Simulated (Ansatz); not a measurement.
**Varying the input for Hg**

The reference input for Ansatz (plane-wave DFT with PAW):

```yaml
crystal:
  lattice:
    - [4.5400020208, 0.0, 0.0]
    - [-2.2700010104, 3.9317570832, 0.0]
    - [0.0, 0.0, 3.87]
  atoms:
    - { symbol: Hg, position: [0.3333333333, 0.6666666667, 0.5] }
    - { symbol: Hg, position: [0.0, 0.0, 0.0] }
    - { symbol: Hg, position: [0.6666666667, 0.3333333333, 0.5] }
basis:
  ecutwfc: 420
kpoints:
  mp_grid: { grid: [6, 6, 6] }
hamiltonian:
  xc: pbe
scf:
  occupations: { method: gaussian, width: 0.1 }
output:
  forces: true
  stress: true
  eigenvalues: true
```

Command:

```bash
ansatz run input.yaml --threads 1 --pin off --max-ram 1331MiB --backend cpu --events-out ev --progress --plain --runs-dir out
```

The run converges in 7 SCF iterations on 28 irreducible k-points: pressure 12.99 GPa, no gap.

Settings here are deliberately varied, not converged. Each trial's input is given as a difference from the reference's; energies are extrapolated to zero smearing where there is one, and pressure is positive in compression.

Problem. Trial 1:

```diff
 kpoints:
-  mp_grid: { grid: [6, 6, 6] }
+  mp_grid: { grid: [3, 3, 2] }
 scf:
-  occupations: { method: gaussian, width: 0.1 }
+  occupations: { method: fermi }
+  lower_state_search: "off"
+  convergence: { dr2_threshold: "1e-11 eV" }
+  max_iter: 52
+relax:
+  adjacent_minimum: "off"
+  f_tol: 0.01
+  max_steps: 30
```

What happens?

Solution. The program refuses the input:

```text
Error: YAML parse error: error: line 17 column 26: unknown occupation method `fermi` (expected fermi_dirac | gaussian | methfessel_paxton | cold | fixed | tetrahedron | tetrahedron_uncorrected | explicit)
```

Next try, with these keys changed back:

```diff
 scf:
-  occupations: { method: fermi }
+  occupations: { method: gaussian, width: 0.1 }
```

The relaxation ends after 1 step and 10 SCF iterations, 0.00 meV per atom in free energy under its start, at 23.03 Å³/atom: energy 44.2 meV per atom above the reference, pressure 9.74 GPa, no gap.

Problem. Trial 2:

```diff
 basis:
-  ecutwfc: 420
+  ecutwfc: 300
 scf:
-  occupations: { method: gaussian, width: 0.1 }
+  occupations: { method: methfessel_paxton, width: room }
+  max_iter: 96
```

How does this run end?

Solution. The program refuses the input:

```text
Error: YAML parse error: error: line 17 column 52: expected `<number> [<unit>]`, got `room`
```

Next try, with these keys changed back:

```diff
 scf:
-  occupations: { method: methfessel_paxton, width: room }
+  occupations: { method: gaussian, width: 0.1 }
```

The run converges in 7 SCF iterations on 28 irreducible k-points: energy 126 meV per atom above the reference, pressure 13.37 GPa, no gap. It warns that the cutoff lies under the recommended one, 420 eV for these potentials.

Problem. Trial 3:

```diff
 basis:
-  ecutwfc: 420
+  ecutwfc: 590
 kpoints:
-  mp_grid: { grid: [6, 6, 6] }
+  mp_grid: { kspacing: 0.64 }
 scf:
+  max_iter: 80
+  convergence: { dr2_threshold: "1e-8 eV" }
 output:
+  polarization: {}
```

What happens?

Solution. The program refuses the input:

```text
Error: output.polarization with scf.occupations: <smearing|tetrahedron|explicit> — the Berry phase is that of a manifold of filled bands, the same in number at every k-point — a smearing, tetrahedron or explicit fill defines no such manifold; use scf.occupations.method: fixed on an insulating deck
```

Next try, with these keys changed back:

```diff
 kpoints:
-  mp_grid: { kspacing: 0.64 }
+  mp_grid: { grid: [6, 6, 6] }
```

The message stays the same; the change is kept.

Next try, with these keys changed back:

```diff
 output:
-  polarization: {}
```

The run converges in 8 SCF iterations on 28 irreducible k-points: energy 2.19 meV per atom below the reference, pressure 12.98 GPa, no gap. It warns that the SCF threshold is loose for the stress.

Problem. Trial 4 (atoms moved):

```diff
 crystal:
   atoms:
-    - { symbol: Hg, position: [0.3333333333, 0.6666666667, 0.5] }
-    - { symbol: Hg, position: [0.0, 0.0, 0.0] }
-    - { symbol: Hg, position: [0.6666666667, 0.3333333333, 0.5] }
+    - { symbol: Hg, position: [0.325516899, 0.662518966, 0.5048095196] }
+    - { symbol: Hg, position: [0.0096058811, 0.0079835609, 0.0017800543] }
+    - { symbol: Hg, position: [0.652550011, 0.3306513672, 0.5003474137] }
 basis:
-  ecutwfc: 420
+  ecutwfc: 260
 kpoints:
-  mp_grid: { grid: [6, 6, 6] }
+  mp_grid: { grid: [3, 3, 4] }
 hamiltonian:
-  xc: pbe
+  xc: revpbe
 scf:
-  occupations: { method: gaussian, width: 0.1 }
+  occupations: { method: methfessel_paxton }
+  max_iter: 30
+  convergence: { dr2_threshold: "1e-7 eV" }
```

How does this run end?

Solution. The run converges in 7 SCF iterations on 19 irreducible k-points: pressure 14.01 GPa, largest force 0.363 eV/Å, no gap. It warns that the cutoff lies under the recommended one, 420 eV for these potentials; that the SCF threshold is loose for the stress. Forces of revPBE on these PAW sets can be off by 10 %.

Problem. Trial 5 (atoms moved):

```diff
 crystal:
   atoms:
-    - { symbol: Hg, position: [0.3333333333, 0.6666666667, 0.5] }
-    - { symbol: Hg, position: [0.0, 0.0, 0.0] }
-    - { symbol: Hg, position: [0.6666666667, 0.3333333333, 0.5] }
+    - { symbol: Hg, position: [0.316746729, 0.6473067051, 0.5248608131] }
+    - { symbol: Hg, position: [0.0225419617, 0.0199994411, -0.0366031751] }
+    - { symbol: Hg, position: [0.6487282287, 0.3410398122, 0.4719355471] }
 kpoints:
-  mp_grid: { grid: [6, 6, 6] }
+  mp_grid: { kspacing: 1.1 }
```

What happens?

Solution. The run converges in 7 SCF iterations on 8 irreducible k-points: energy 137 meV per atom below the reference, pressure 4.97 GPa, largest force 1.759 eV/Å, no gap.

Problem. Trial 6:

```diff
 kpoints:
-  mp_grid: { grid: [6, 6, 6] }
+  mp_grid: { grid: [7, 5, 5] }
 hamiltonian:
-  xc: pbe
+  xc: pbesol
 scf:
-  occupations: { method: gaussian, width: 0.1 }
+  occupations: { method: fermi_dirac, width: 0.029 }
+  n_extra_bands: 5
```

How does this run end?

Solution. The run converges in 7 SCF iterations on 54 irreducible k-points: pressure 8.25 GPa, largest force 0.031 eV/Å, no gap. It warns that the mesh lowers the symmetry.

Problem. Trial 7 (origin moved):

```diff
 crystal:
   atoms:
-    - { symbol: Hg, position: [0.3333333333, 0.6666666667, 0.5] }
-    - { symbol: Hg, position: [0.0, 0.0, 0.0] }
-    - { symbol: Hg, position: [0.6666666667, 0.3333333333, 0.5] }
+    - { symbol: Hg, position: [1.2763333333, 1.5696666667, 0.703] }
+    - { symbol: Hg, position: [0.943, 0.903, 0.203] }
+    - { symbol: Hg, position: [1.6096666667, 1.2363333333, 0.703] }
 basis:
+  xc_grid: 2
 kpoints:
-  mp_grid: { grid: [6, 6, 6] }
+  mp_grid: { grid: [6, 2, 1], shift: [0.21, 0.59, 0.64] }
 scf:
+  algorithm: density_mixing
+  max_iter: 99
```

How does this run end?

Solution. The run converges in 8 SCF iterations on 12 irreducible k-points: energy 505 meV per atom above the reference, pressure 18.15 GPa, largest force 0.222 eV/Å, no gap. It warns that the mesh lowers the symmetry.

Problem. Trial 8:

```diff
-basis:
-  ecutwfc: 420
+basis: {}
 scf:
+  max_iter: 80
+  convergence: { dr2_threshold: "1e-7 eV" }
```

What happens?

Solution. The run converges in 7 SCF iterations on 28 irreducible k-points: the reference's energy to 0.01 meV per atom, pressure 12.99 GPa, no gap. It warns that the SCF threshold is loose for the stress.